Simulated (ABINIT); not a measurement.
# Fe (Im-3m) in ABINIT: a series of runs, part 2 of 2

ABINIT 10.8.3 (patched build). Earlier steps stand in the parts before.

**3. Optical spectrum, PBE, collinear spin, ferromagnetic start**

File run.abi:

```
ndtset 3

pp_dirpath "./"
pseudos "Fe.upf"

acell 3*1.0 Angstrom
rprim
    -1.4430000000     1.4430000000     1.4430000000
     1.4430000000    -1.4430000000     1.4430000000
     1.4430000000     1.4430000000    -1.4430000000
ntypat 1
znucl 26
natom 1
typat 1
xred
            0.0            0.0            0.0

ecut 46.0

ngkpt 16 16 16
nshiftk 2
shiftk
     0.2500000000     0.2500000000     0.2500000000
    -0.2500000000    -0.2500000000    -0.2500000000
istwfk *1

ixc 11

occopt 7
tsmear 0.136 eV

nsppol 2
spinat
     0.0000000000     0.0000000000     3.0000000000

nstep 80

iomode 3
prteig 0
prtebands 0

nband1 13
tolvrs1 1.0e-12
prtden1 1
prtwf1 0
kptopt1 1

iscf2 -3
getden2 1
nband2 20
nbdbuf2 4
tolwfr2 1.0e-12
nstep2 120
prtden2 0
kptopt2 1

optdriver3 8
wfk_task3 "wfk_optics_fullbz"
getwfk3 2
nband3 16
kptopt3 1
prtevk3 1
inclvkb3 2
```

File optic.abi:

```
&FILES
 ddkfile_1 = 'runo_DS3_1_EVK.nc',
 ddkfile_2 = 'runo_DS3_2_EVK.nc',
 ddkfile_3 = 'runo_DS3_3_EVK.nc',
 wfkfile = 'runo_DS3_WFK.nc'
/
&PARAMETERS
 broadening = 0.003675,
 domega = 0.002,
 maxomega = 0.8,
 scissor = 0.000000,
 tolerance = 0.002
/
&COMPUTATIONS
 num_lin_comp = 1,
 lin_comp = 11,
 num_nonlin_comp = 0
/
```

Potentials or basis: PseudoDojo NC SR PBE v0.4.1 standard.

Run with:

```
$ mpirun --bind-to none -np 4 abinit run.abi > log 2>&1
$ optic optic.abi > optic.log 2>&1
```

run.abo:

```text
.Version 10.8.3 of ABINIT
 DATASET    1 : space group Im -3 m (#229); Bravais cI (body-center cubic)
================================================================================
 Values of the parameters that define the memory need for DATASET  1.
     intxc =       0    ionmov =       0      iscf =       7    lmnmax =       6
     lnmax =       6     mgfft =      30  mpssoang =       3    mqgrid =    3001
     natom =       1  nloc_mem =       1    nspden =       2   nspinor =       1
    nsppol =       2      nsym =      48    n1xccc =    2501    ntypat =       1
    occopt =       7   xclevel =       2
       mpw =        1226          nfft =       27000          nkpt =         240
================================================================================
================================================================================
[... 13 lines left out ...]
 DATASET    3 : space group Im -3 m (#229); Bravais cI (body-center cubic)
================================================================================
 Values of the parameters that define the memory need for DATASET  3.
     intxc =       0    ionmov =       0      iscf =       7    lmnmax =       6
     lnmax =       6     mgfft =      30  mpssoang =       3    mqgrid =    3001
     natom =       1  nloc_mem =       1    nspden =       2   nspinor =       1
    nsppol =       2      nsym =      48    n1xccc =    2501    ntypat =       1
    occopt =       7   xclevel =       2
       mpw =        1226          nfft =       27000          nkpt =         240
================================================================================
================================================================================

--------------------------------------------------------------------------------
------------- Echo of variables that govern the present computation ------------
--------------------------------------------------------------------------------
 -outvars: echo values of preprocessed input variables --------
            acell      1.8897261259E+00  1.8897261259E+00  1.8897261259E+00 Bohr
              amu      5.58470000E+01
             ecut      4.60000000E+01 Hartree
           getden1          0
           getden2          1
           getden3          0
           getwfk1          0
           getwfk2          0
           getwfk3          2
             iscf1          7
             iscf2         -3
             iscf3          7
              ixc          11
           jdtset        1    2    3
                       outvar_i_n : Printing only first  50 k-points.
         kptrlatt       16    0   16      0   16   16    -16  -16    0
          kptrlen      8.72599936E+01
            natom           1
            nband1         13
            nband2         20
            nband3         16
           nbdbuf1          0
           nbdbuf2          4
           nbdbuf3          0
           ndtset           3
            ngfft          30      30      30
             nkpt         240
           nspden           2
           nsppol           2
            nstep1         80
            nstep2        120
            nstep3         80
             nsym          48
           ntypat           1
                       prtocc : prtvol=0, do not print more k-points.
                       1.000000  1.000000  1.000000  1.000000  1.000000  1.000000
                       1.000000  1.000000  0.000000  0.000000  0.000000  0.000000
                       0.000000
                       1.000000  1.000000  1.000000  1.000000  1.000000  1.000000
                       1.000000  1.000000  0.000000  0.000000  0.000000  0.000000
                       0.000000
                       1.000000  1.000000  1.000000  1.000000  1.000000  1.000000
                       1.000000  1.000000  0.000000  0.000000  0.000000  0.000000
                       0.000000
[... 795 lines left out ...]
 ------------------------------------------------------------------------------------------------------------
  Sum:                 8.279822     5.782077     14.061899     2.497744
 Total magnetization (from the atomic spheres):                2.497744
 Total magnetization (exact up - dn):                          2.437340

================================================================================

 ----iterations are completed or convergence reached----

 Mean square residual over all n,k,spin=   38.455E-14; max=  99.964E-14
 reduced coordinates (array xred) for    1 atoms
       0.000000000000      0.000000000000      0.000000000000

 cartesian coordinates (angstrom) at end:
    1      0.00000000000000     0.00000000000000     0.00000000000000
 length scales=  1.889726125908  1.889726125908  1.889726125908 bohr
              =  1.000000000000  1.000000000000  1.000000000000 angstroms
 Eigenvalues (hartree) for nkpt= 240  k points, SPIN UP:
 kpt#   1, nband= 20, wtk=  0.00098, kpt= -0.0156 -0.0156  0.0469 (reduced coord)
  -2.78300   -1.53106   -1.53088   -1.53088    0.15396    0.36478    0.36478    0.36646
   0.40697    0.40697    1.32066    1.32066    1.33300    1.51492    1.51492    1.53242
   1.57301    1.57301    1.63542    1.63622
      occupation numbers for kpt#   1
   1.00000    1.00000    1.00000    1.00000    1.00000    1.00000    1.00000    1.00000
   1.00000    1.00000    0.00000    0.00000    0.00000    0.00000    0.00000    0.00000
   0.00000    0.00000    0.00000    0.00000
 prteigrs : prtvol=0 or 1, do not print more k-points.

 Eigenvalues (hartree) for nkpt= 240  k points, SPIN DOWN:
 kpt#   1, nband= 20, wtk=  0.00098, kpt= -0.0156 -0.0156  0.0469 (reduced coord)
  -2.68157   -1.42440   -1.42419   -1.42419    0.15644    0.45233    0.45233    0.45430
   0.52307    0.52307    1.31166    1.31166    1.32180    1.52189    1.52189    1.56501
   1.60269    1.60269    1.66825    1.66900
      occupation numbers for kpt#   1
   1.00000    1.00000    1.00000    1.00000    1.00000    0.26985    0.26985    0.12111
   0.00000    0.00000    0.00000    0.00000    0.00000    0.00000    0.00000    0.00000
   0.00000    0.00000    0.00000    0.00000
 prteigrs : prtvol=0 or 1, do not print more k-points.

--- !EnergyTerms
iteration_state     : {dtset: 2, }
comment             : Components of total free energy in Hartree
kinetic             :  5.74832752895505E+01
hartree             :  3.15679002591568E+01
xc                  : -1.77805890088493E+01
Ewald energy        : -8.54131406383100E+01
psp_core            :  2.95958911548511E+00
local_psp           : -1.07268964266681E+02
non_local_psp       : -6.88693650317364E+00
internal            : -1.25338865752821E+02
'-kT*entropy'       : -4.06046531689476E-04
total_energy        : -1.25339271799353E+02
...

--- !EnergyTermsDC
iteration_state     : {dtset: 2, }
comment             : '"Double-counting" decomposition of free energy'
band_energy         : -1.13817835827501E+01
Ewald energy        : -8.54131406383100E+01
psp_core            :  2.95958911548511E+00
xc_dc               : -3.15035304926501E+01
internal            : -1.25338865598225E+02
'-kT*entropy'       : -4.06046531689476E-04
total_energy_dc     : -1.25339271644757E+02
...

================================================================================
== DATASET  3 ==================================================================

--- !DatasetInfo
iteration_state: {dtset: 3, }
dimensions: {natom: 1, nkpt: 240, mband: 16, nsppol: 2, nspinor: 1, nspden: 2, mpw: 1226, }
cutoff_energies: {ecut:  46.0, pawecutdg:  -1.0, }
electrons: {nelect:   1.60000000E+01, charge:   0.00000000E+00, occopt:   7.00000000E+00, tsmear:   4.99790782E-03, }
meta: {optdriver: 8, wfk_task: 7, }
...

 mkfilename : getwfk/=0, take file _WFK from output of DATASET   2.

 Exchange-correlation functional for the present dataset will be:
  GGA: Perdew-Burke-Ernzerhof functional - ixc=11
  J.P.Perdew, K.Burke, M.Ernzerhof, PRL 77, 3865 (1996)

--------------------------------------------------------------------------------

 Computation of velocity matrix elements (DDK)

 Parameters extracted from the Abinit header:
    ecut:     46.0
    nkpt:    8192
    mband:   20
    nsppol:  2
    nspinor: 1
    useylm:  0
    inclvkb: 2
    bmin: 1, bmax: 20
    Computing diagonal and off-diagonal matrix elements
    Between band index bmin: 1, bmax: 20

== END DATASET(S) ==============================================================
================================================================================

 -outvars: echo values of variables after computation  --------
            acell      1.8897261259E+00  1.8897261259E+00  1.8897261259E+00 Bohr
           etotal1    -1.2533927164E+02
           etotal2    -1.2533927164E+02
           etotal3     0.0000000000E+00
            fcart1    -0.0000000000E+00 -0.0000000000E+00 -0.0000000000E+00
            fcart3     0.0000000000E+00  0.0000000000E+00  0.0000000000E+00
            rprim     -1.4430000000E+00  1.4430000000E+00  1.4430000000E+00
                       1.4430000000E+00 -1.4430000000E+00  1.4430000000E+00
                       1.4430000000E+00  1.4430000000E+00 -1.4430000000E+00
           strten1     1.9143372208E-04  1.9143372208E-04  1.9143372208E-04
                       0.0000000000E+00  0.0000000000E+00  0.0000000000E+00
           strten3     0.0000000000E+00  0.0000000000E+00  0.0000000000E+00
                       0.0000000000E+00  0.0000000000E+00  0.0000000000E+00
 Calculation completed.
```

Wall time 3.2 min (4 MPI ranks of Arm Neoverse V1, shared host); peak memory 11 GiB.

Results:

```yaml
Free_energy: -3410.6553 eV
Pressure: -5.6 GPa
Net_moment: 2.44 μB per cell
Site_moments: Fe +2.50 μB
```

Dielectric function (mean over the directions given):
```
energy (eV)  real part  imaginary part
       0.33      48.86           13.61
       0.98      26.03           23.78
       1.63      11.56           20.92
       2.29       9.27           20.34
       2.94       1.19           22.41
       3.70      -8.84           11.88
       4.35      -3.57            5.94
       5.01      -2.87            5.21
       5.66      -1.22            3.56
       6.31       1.49            5.41
       7.08      -1.82            3.69
       7.73      -0.73            2.29
       8.38       0.81            1.89
       9.03       0.72            2.64
       9.69       0.33            3.17
      10.45       0.26            2.67
      11.10       0.34            2.53
      11.76      -0.11            2.33
      12.41      -0.10            2.34
      13.06      -0.10            2.09
      13.82      -0.10            1.71
      14.48       0.06            1.51
      15.13      -0.01            1.44
      15.78       0.30            1.19
      16.44       0.21            1.33
      17.20       0.54            1.00
      17.85       0.46            1.28
      18.50       0.60            1.31
      19.16       0.38            1.32
      19.92       0.26            1.25
```

Caveat: the intraband (Drude) term is left out; spectra need much finer meshes, so this one isn't converged; independent-particle spectra lack excitons.
